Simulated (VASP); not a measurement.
# Bi (Im-3m) in VASP: further runs

One crystal, Bi, is run at these levels: PBEsol; tasks: single point, relaxation of cell and atoms.

Everything below comes from runs of VASP 6.6.1. Logs are shortened: lines on timing, memory, paths and dates and some standing lists are left out, and cuts for length are marked.

### Step 1. The crystal as given

The structure is cubic, space group Im-3m (No. 229). The conventional cell has a = 3.754 Å, b = 3.754 Å, c = 3.754 Å, α = 90.00°, β = 90.00°, γ = 90.00°. Bi (site symmetry m-3m) has 8 Bi at 3.25 Å as nearest neighbours.

This isn't the form of Bi at room conditions, which is rhombohedral.

### Step 2. Single point, PBEsol

INCAR reads:

```
SYSTEM = Bi
PREC = Accurate
ENCUT = 520
EDIFF = 1E-7
ISMEAR = 0
SIGMA = 0.1
LREAL = .False.
LASPH = .True.
NELM = 100
ALGO = Fast
ISIF = 2
LWAVE = .False.
LCHARG = .True.
GGA = PS
LELF = .True.
LVHAR = .True.
NBANDS = 14
```

KPOINTS reads:

```
Automatic mesh
0
Gamma
  16 16 16
  0 0 0
```

POSCAR reads:

```
Bi
1.0
   -1.8772153862      1.8772153862      1.8772153862
    1.8772153862     -1.8772153862      1.8772153862
    1.8772153862      1.8772153862     -1.8772153862
Bi
1
Direct
    0.0000000000      0.0000000000      0.0000000000
```

Potentials or basis: VASP PAW PBE potentials, release 64 (Bi_d).

Run with:

```sh
> cat potpaw_PBE.64/Bi_d/POTCAR > POTCAR
> mpirun -np 1 vasp_std > vasp.out
```

OUTCAR:

```text
SYSTEM = Bi
   PREC = Accurate
   ENCUT = 520
   EDIFF = 1E-7
   ISMEAR = 0
   LREAL = .False.
   LASPH = .True.
   NELM = 100
   ISIF = 2
   GGA = PS

 ion  position               nearest neighbor table
   1  0.000  0.000  0.000-

  LATTYP: Found a body centered cubic cell.
 ALAT       =     3.7544307724

  Lattice vectors:

 A1 = (  -1.8772153862,   1.8772153862,   1.8772153862)
 A2 = (   1.8772153862,  -1.8772153862,   1.8772153862)
 A3 = (   1.8772153862,   1.8772153862,  -1.8772153862)

Analysis of symmetry for initial positions (statically):
=====================================================================
 Subroutine PRICEL returns:
 Original cell was already a primitive cell.

 Routine SETGRP: Setting up the symmetry group for a
 body centered cubic supercell.

 Subroutine GETGRP returns: Found 48 space group operations
 (whereof 48 operations were pure point group operations)
 out of a pool of 48 trial point group operations.

The static configuration has the point symmetry O_h .

Analysis of symmetry for dynamics (positions and initial velocities):
=====================================================================
 Subroutine PRICEL returns:
 Original cell was already a primitive cell.

 Routine SETGRP: Setting up the symmetry group for a
 body centered cubic supercell.

 Subroutine GETGRP returns: Found 48 space group operations
 (whereof 48 operations were pure point group operations)
 out of a pool of 48 trial point group operations.

The dynamic configuration has the point symmetry O_h .

 Subroutine INISYM returns: Found 48 space group operations
 (whereof 48 operations are pure point group operations),
 and found     1 'primitive' translations

----------------------------------------------------------------------------------------

                                     Primitive cell

  volume of cell :      26.4608

  direct lattice vectors                    reciprocal lattice vectors
    -1.877215386  1.877215386  1.877215386     0.000000000  0.266351961  0.266351961
     1.877215386 -1.877215386  1.877215386     0.266351961  0.000000000  0.266351961
     1.877215386  1.877215386 -1.877215386     0.266351961  0.266351961  0.000000000

  length of vectors
     3.251432426  3.251432426  3.251432426     0.376678556  0.376678556  0.376678556

  position of ions in fractional coordinates (direct lattice)
     0.000000000  0.000000000  0.000000000

  ion indices of the primitive-cell ions
   primitive index   ion index
                 1           1

----------------------------------------------------------------------------------------

 KPOINTS: Automatic mesh

Automatic generation of k-mesh.
 Grid dimensions read from file:
 generate k-points for:   16   16   16

 Generating k-lattice:

  Cartesian coordinates                     Fractional coordinates (reciprocal lattice)
     0.000000000  0.016646998  0.016646998     0.062500000  0.000000000  0.000000000
     0.016646998  0.000000000  0.016646998     0.000000000  0.062500000  0.000000000
     0.016646998  0.016646998  0.000000000     0.000000000  0.000000000  0.062500000

  Length of vectors
     0.023542410  0.023542410  0.023542410

  Shift w.r.t. Gamma in fractional coordinates (k-lattice)
     0.000000000  0.000000000  0.000000000

 Subroutine IBZKPT returns following result:
 ===========================================

 Found    145 irreducible k-points:

 Following reciprocal coordinates:
            Coordinates               Weight
  0.000000  0.000000  0.000000      1.000000
  0.062500  0.000000  0.000000     12.000000
  0.125000  0.000000  0.000000     12.000000
  0.187500  0.000000  0.000000     12.000000
  0.250000  0.000000  0.000000     12.000000
  0.312500  0.000000  0.000000     12.000000
[... 16 lines left out ...]
  0.187500  0.187500  0.000000     24.000000
  0.250000  0.187500  0.000000     48.000000
 [... further k-points ...]
   k-points           NKPTS =    145   k-points in BZ     NKDIM =    145   number of bands    NBANDS=     14
   number of dos      NEDOS =    301   number of ions     NIONS =      1
   total plane-waves  NPLWV =  13824
   dimension x,y,z NGX =    24 NGY =   24 NGZ =   24
   dimension x,y,z NGXF=    48 NGYF=   48 NGZF=   48
   ions per type =               1
   NGX,Y,Z   is equivalent  to a cutoff of  12.27, 12.27, 12.27 a.u.
   NGXF,Y,Z  is equivalent  to a cutoff of  24.54, 24.54, 24.54 a.u.
 SYSTEM =  Bi
   PREC   = accura    normal or accurate (medium, high low for compatibility)
   ISTART =      0    job   : 0-new  1-cont  2-samecut
   ICHARG =      2    charge: 1-file 2-atom 10-const
   ISPIN  =      1    spin polarized calculation?
   LNONCOLLINEAR =      F non collinear calculations
   LSORBIT =      F    spin-orbit coupling
   LASPH  =      T    aspherical Exc in radial PAW
   ENCUT  =  520.0 eV  38.22 Ry    6.18 a.u.   6.05  6.05  6.05*2*pi/ulx,y,z
   NELM   =    100;   NELMIN=  2; NELMDL= -5     # of ELM steps
   EDIFF  = 0.1E-06   stopping-criterion for ELM
   LREAL  =      F    real-space projection
   EDIFFG = 0.1E-05   stopping-criterion for IOM
   NSW    =      0    number of steps for IOM
   IBRION =     -1    ionic relax: 0-MD 1-quasi-New 2-CG
   NFREE  =      0    steps in history (QN), initial steepest desc. (CG)
   ISIF   =      2    stress and relaxation
   ISYM   =      2    0-nonsym 1-usesym 2-fastsym
   POTIM  = 0.5000    time-step for ionic-motion
   TEBEG  =    0.0;   TEEND  =   0.0 temperature during run
   PSTRESS=    0.0 pullay stress
   NELECT =      15.0000    total number of electrons
   NUPDOWN=      -1.0000    fix difference up-down
   EMIN   =  10.00;   EMAX   =-10.00  energy-range for DOS
   EFERMI =   0.00;   METHOD = LEGACY
   ISMEAR =     0;   SIGMA  =   0.10  broadening in eV -4-tet -1-fermi 0-gaus
   EFERMI_NEDOS =   21; number of points for ismear=-14 and -15
   IALGO  =     68    algorithm
   IMIX   =      4    mixing-type and parameters
     AMIX     =   0.40;   BMIX     =  1.00
     AMIX_MAG =   1.60;   BMIX_MAG =  1.00
  volume/ion in A,a.u.               =      26.46       178.57
  Fermi-wavevector in a.u.,A,eV,Ry     =   1.354891  2.560373 24.976632  1.835731
  Thomas-Fermi vector in A             =   2.482025
   LORBIT       =      0    0 simple, 1 ext, 2 COOP (PROOUT), +10 PAW based schemes
   GGA     = PS    functional components
   LHFCALC =     F    Hartree Fock is set to
   AEXX    =    0.0000 exact exchange contribution
   IVDW    =     0    specifies the selected vdW correction
   LEPSILON=     F    determine dielectric tensor
   LRPA    =     F    only Hartree local field effects (RPA)
 non-spin polarized calculation
 RMM-DIIS sequential band-by-band and
 Gauss-broadening in eV      SIGMA  =   0.10
  energy-cutoff  :      520.00
  volume of cell :       26.46
 maximum number of plane-waves:       733
   NGX = 13   NGY = 13   NGZ = 13

 number of electron      14.9999992 magnetization

 Free energy of the ion-electron system (eV)
  ---------------------------------------------------
  ext. energy  EPLUGINS =         0.00000000
  ---------------------------------------------------
  free energy    TOTEN  =        -4.12223042 eV

  energy without entropy =       -4.11957362  energy(sigma->0) =       -4.12090202

 E-fermi :   9.8896     XC(G=0): -11.2363

 val. band max:        9.8887808561   @ k =   0.3125   0.1250   0.0625
 cond. band min:       9.9330392850   @ k =   0.3125   0.1875   0.1250
 fundamental gap:      0.0442584289
 Fermi energy:         9.8895719127

 k-point     1 :       0.0000    0.0000    0.0000
  band No.  band energies     occupation
      1     -13.1943      2.00000
      2     -13.1943      2.00000
      3     -13.1943      2.00000
      4     -12.9754      2.00000
      5     -12.9754      2.00000
      6      -4.8636      2.00000
      7      16.3233      0.00000
      8      16.3233      0.00000
      9      16.3233      0.00000
     10      20.3954      0.00000
     11      20.3954      0.00000
     12      20.3954      0.00000
     13      21.3509      0.00000
     14      22.7513      0.00000

 k-point     2 :       0.0625    0.0000    0.0000
  band No.  band energies     occupation
      1     -13.1970      2.00000
      2     -13.1901      2.00000
      3     -13.1811      2.00000
      4     -12.9786      2.00000
      5     -12.9758      2.00000
      6      -4.7773      2.00000
      7      15.3997      0.00000
      8      16.0215      0.00000
      9      16.2160      0.00000
     10      19.7835      0.00000
     11      20.1437      0.00000
     12      20.3033      0.00000
     13      21.9156      0.00000
     14      23.1336      0.00000

 k-point     3 :       0.1250    0.0000    0.0000
  band No.  band energies     occupation
      1     -13.2049      2.00000
      2     -13.1794      2.00000
      3     -13.1436      2.00000
      4     -12.9871      2.00000
      5     -12.9770      2.00000
      6      -4.5187      2.00000
      7      13.4926      0.00000
      8      15.2930      0.00000
      9      15.9023      0.00000
     10      18.8944      0.00000
     11      19.6480      0.00000
     12      20.2464      0.00000
     13      22.5759      0.00000
     14      24.0422      0.00000
[... 324 lines left out ...]
 k-point    23 :       0.1875    0.1875    0.0000
  band No.  band energies     occupation
      1     -13.2170      2.00000
      2     -13.1485      2.00000
      3     -13.0137      2.00000
      4     -12.9929      2.00000
      5     -12.9536      2.00000
      6      -2.6046      2.00000
      7       7.8947      2.00000
      8      10.7020      0.00000
      9      13.6843      0.00000
     10      18.8396      0.00000
     11      19.4451      0.00000
     12      22.2197      0.00000
     13      23.8192      0.00000
     14      25.3127      0.00000

 k-point    24 :       0.2500    0.1875    0.0000
  band No.  band energies     occupation
      1     -13.2217      2.00000
      2     -13.1350      2.00000
      3     -13.0098      2.00000
      4     -12.9973      2.00000
      5     -12.9200      2.00000
      6      -1.8548      2.00000
      7       6.6094      2.00000
      8       9.6774      1.99730
      9      13.2641      0.00000
     10      18.6819      0.00000
     11      19.9520      0.00000
     12      22.4661      0.00000
     13      24.8780      0.00000
     14      25.0168      0.00000

 [... further k-points ...]

------------------------ aborting loop because EDIFF is reached ----------------------------------------

  FORCE on cell =-STRESS in cart. coord.  units (eV):
  Direction    XX          YY          ZZ          XY          YZ          ZX
  --------------------------------------------------------------------------------------
  -------------------------------------------------------------------------------------
  Total        1.6570328      1.6570328      1.6570328      0.0000000      0.0000000      0.0000000
  in kB      100.3319798    100.3319798    100.3319798      0.0000000      0.0000000      0.0000000
  external PRESSURE =     100.3319798 kB  Pullay stress =       0.0000000 kB

 VOLUME and BASIS-vectors are now :
 -----------------------------------------------------------------------------
  energy-cutoff  :      520.00
  volume of cell :       26.46
      direct lattice vectors                 reciprocal lattice vectors
    -1.877215386  1.877215386  1.877215386     0.000000000  0.266351961  0.266351961
     1.877215386 -1.877215386  1.877215386     0.266351961  0.000000000  0.266351961
     1.877215386  1.877215386 -1.877215386     0.266351961  0.266351961  0.000000000

 POSITION                                       TOTAL-FORCE (eV/Angst)
 -----------------------------------------------------------------------------------
      0.00000      0.00000      0.00000         0.000000     -0.000000      0.000000
 -----------------------------------------------------------------------------------
    total drift:                               -0.000000      0.000000      0.000000

  FREE ENERGIE OF THE ION-ELECTRON SYSTEM (eV)
  ---------------------------------------------------
  free  energy   TOTEN  =        -4.1222304174 eV

  energy  without entropy=       -4.1195736247  energy(sigma->0) =       -4.12090202
```

Wall time 38 s (1 thread of Intel Xeon Platinum 8259CL at 2.50GHz (Skylake/Cascade Lake), shared host); peak memory 0.17 GiB.

What came out:

* Free energy: -4.1222 eV
* Pressure: 10.0 GPa
* Band gap on the k mesh: none (metal or under the smearing width)

Caveat: the PAW data sets were made with another functional, which shifts forces and pressure a little; spin-orbit coupling is left out, which moves the levels of the heavy elements.

### Step 3. Relaxation of cell and atoms, PBEsol, target pressure 10.1 GPa, at which the enthalpy is minimised

INCAR reads:

```
PREC = Accurate
ENCUT = 600
EDIFF = 1E-6
ISMEAR = 0
SIGMA = 0.1
LREAL = False
LASPH = True
NELM = 100
ALGO = Normal
ISIF = 3
LWAVE = False
LCHARG = False
GGA = PS
IBRION = 2
NSW = 100
EDIFFG = -0.002
PSTRESS = 101.0
```

KPOINTS reads:

```
regular mesh
0
Gamma
  16 16 16
```

POSCAR is that of step 2.

Potentials or basis: VASP PAW PBE potentials, release 64 (Bi_d).

Run with:

```sh
> cat potpaw_PBE.64/Bi_d/POTCAR > POTCAR
> mpirun -np 1 vasp_std > vasp.out
```

Run time: 39 s. Hardware: 1 thread of Intel Xeon Platinum 8259CL at 2.50GHz (Skylake/Cascade Lake), shared host; peak memory 0.19 GiB.

The run converged. Its results:

| Quantity | Value |
| --- | --- |
| Free energy | -4.1225 eV |
| Pressure after relaxing | 10.1 GPa |
| Band gap on the k mesh | none (metal or under the smearing width) |

Final structure:
```
Bi
1.0
    -1.87722    1.87722    1.87722
     1.87722   -1.87722    1.87722
     1.87722    1.87722   -1.87722
Bi
1
Direct
  0.00000 0.00000 0.00000
```

Levels at points of the mesh, in eV from the Fermi level:
```csv
k point,band 4,band 5,band 6,band 7,band 8,band 9,band 10,band 11
"(0.00, 0.00, 0.00)",-22.86,-22.86,-14.75,6.43,6.43,6.43,10.51,10.51
"(0.50, 0.00, 0.00)",-22.87,-22.73,-10.69,-6.07,1.94,3.91,6.65,8.07
"(0.50, 0.50, 0.50)",-22.76,-22.76,-7.76,-2.16,-2.16,-2.16,3.41,3.41
```

Caveat: the relaxation stopped at its first step, so nothing moved; the cell is relaxed towards a set pressure, so the enthalpy falls and the energy may rise; the PAW data sets were made with another functional, which shifts forces and pressure a little; spin-orbit coupling is left out, which moves the levels of the heavy elements.
